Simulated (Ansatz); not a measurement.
KF: energy along a strain

KF, Fm-3m, a = 5.347 Å (as given, not relaxed at this level: 1.3 GPa). Ansatz: PBE, PAW, 420 eV, Γ-centred 8×8×8 mesh on 2 atoms, Gaussian smearing 0.05 eV; no spin polarisation. Cell vectors (Å): 0.000 2.674 2.674; 2.674 0.000 2.674; 2.674 2.674 0.000. The cell is strained by x per cent times the pattern (0 0 0 0 1 0) in the order xx yy zz yz xz xy (engineering shears), with fractional coordinates held. y is the free energy over the start, V0 = 19.109 Å³/atom. Symmetry makes y even in x. Points with a strain past 8.5 % were computed too (4) and aren't used here.

| x (%) | y (meV/atom) |
| --- | --- |
| -7.50 | 4.71 |
| 0.00 | 0.00 |
| 1.87 | 0.34 |
| 3.75 | 1.20 |
| 5.62 | ? |

Problem. Fit y = c2 x² + c4 x⁴ to the other rows, get the stiffness along the pattern, and predict the missing energy.

Solution. Least squares on the rows shown. y = 0.08695 x² − 5.737×10⁻⁵ x⁴. The clamped-ion stiffness p·C·p = 2 × 0.8695 eV × 160.2 / 19.109 Å³ = 14.6 GPa, which is C55 in these axes (C44 of the cubic crystal) (second derivative at the start, which stands under stress). At x = 5.62 the fit asked for gives 2.69 meV/atom. The run gave 2.67 meV/atom, so the fit is 0.02 meV/atom too high, within the rms miss on the fitted rows (0.02 meV/atom).